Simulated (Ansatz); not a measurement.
Runs of Ansatz 0.2.0 on MoS2. Symmetry: R3m, No. 160, trigonal system. Conventional cell: a = 3.160 Å, b = 3.160 Å, c = 18.450 Å, α = 90.00°, β = 90.00°, γ = 120.00°. Around Mo (site symmetry 3m) lie 6 S at 2.39 Å. Around S (site symmetry 3m) lie 3 Mo at 2.39 Å. Around S (site symmetry 3m) lie 3 Mo at 2.39 Å. Measurements of this composition are mostly on another form, of space group No. 194.

```csv
level,U,hubbard projectors,double counting,gap on the mesh (eV),pressure (GPa),relaxed volume (Å³/atom)
r2SCAN+U,Mo d U = 3 eV,ortho-atomic (the default),fll (the default),(a),0.0,19.03
r2SCAN+U,Mo d U = 6 eV,ortho-atomic (the default),fll (the default),1.02,0.0,19.11
r2SCAN,-,-,-,1.27,0.0,19.02
r2SCAN+U,Mo d U = 8 eV,ortho-atomic (the default),fll (the default),(b),0.0,20.13
r2SCAN+U,Mo d U = 5 eV,ortho-atomic (the default),fll (the default),1.12,0.0,(c)
r2SCAN+U,Mo d U = 4 eV,ortho-atomic (the default),fll (the default),1.18,0.0,19.03
r2SCAN+U,Mo d U = 1 eV,ortho-atomic (the default),fll (the default),1.26,0.0,19.02
r2SCAN+U,Mo d U = 2 eV,ortho-atomic (the default),fll (the default),1.24,0.0,19.02
```

Alike in all rows: task relaxation of cell and atoms; potentials or basis Ansatz PAW; no spin polarisation; cell relaxed; k mesh 10 × 10 × 10; cutoff (eV) 500; smearing fermi-dirac 0.05 eV.

Task: Fill in the values left out.

Result: (a) 1.21; (b) 0.84; (c) 19.05.

Caveats: the plane-wave basis is chosen anew once the cell has moved, so the energies of steps on either side of that aren't comparable; the PAW data sets come from PBE, with cores solved anew for the run's functional, which leaves a small shift of forces and pressure.

A k mesh can miss the band edges, and the runs leave out spin-orbit coupling on Mo.

Runs at the PBE level aren't shown here.
